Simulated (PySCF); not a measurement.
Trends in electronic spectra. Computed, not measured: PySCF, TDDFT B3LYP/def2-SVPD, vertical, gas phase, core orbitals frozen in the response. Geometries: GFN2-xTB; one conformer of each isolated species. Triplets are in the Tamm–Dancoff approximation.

Problem. Rank by computed lowest singlet excitation energy, lowest first.
A. `CNC(=O)/C=C/OC=O`
B. `CCC(C)C`
C. `CCO[Si@H](N)C#N`
D. `O=S(=O)(Cl)C(F)(F)CF`
E. `C=C1C=C1`

Solution. E (4.16 eV), A (4.48 eV), D (5.75 eV), C (6.47 eV), B (8.24 eV).

```csv
SMILES,S1 (eV),first f ≥ 0.01 (nm),HOMO (eV),LUMO (eV),f (S1),S1 mainly
C=C1C=C1,4.16,298,-5.91,-0.89,0.012,H→L (99%)
CNC(=O)/C=C/OC=O,4.48,241,-7.36,-1.71,0.000,H-1→L (65%)
O=S(=O)(Cl)C(F)(F)CF,5.75,198,-9.23,-2.26,0.005,H→L (97%)
CCO[Si@H](N)C#N,6.47,192,-8.06,-0.57,0.024,H→L+1 (78%)
CCC(C)C,8.24,148,-8.62,0.52,0.008,H→L (99%)
```

H and L stand for HOMO and LUMO.

- `C=C1C=C1`: Löwdin shares by element: HOMO carbon 90%; LUMO carbon 86% or more, hydrogen 7% or more.
- `CNC(=O)/C=C/OC=O`: Löwdin shares by element: HOMO (one of a set within 0.03 eV) oxygen 36% or more, nitrogen 34%, carbon 15% or more; LUMO carbon 53% or more, oxygen 11% or more (atoms not listed hold the other 36%).
- `O=S(=O)(Cl)C(F)(F)CF`: Löwdin shares by element: HOMO oxygen 50%, chlorine 46%; LUMO chlorine 40%, sulfur 24%, carbon 11% or more, oxygen 8% or more (atoms not listed hold the other 17%).
- `CCO[Si@H](N)C#N`: Löwdin shares by element: HOMO nitrogen 67% or more, hydrogen 13% or more, silicon 9%; LUMO nitrogen 31%, carbon 22% or more, silicon 20% (atoms not listed hold the other 26%).
- `CCC(C)C`: Löwdin shares by element: HOMO carbon 66% or more (atoms not listed hold the other 34%); LUMO carbon 45% or more (atoms not listed hold the other 55%).
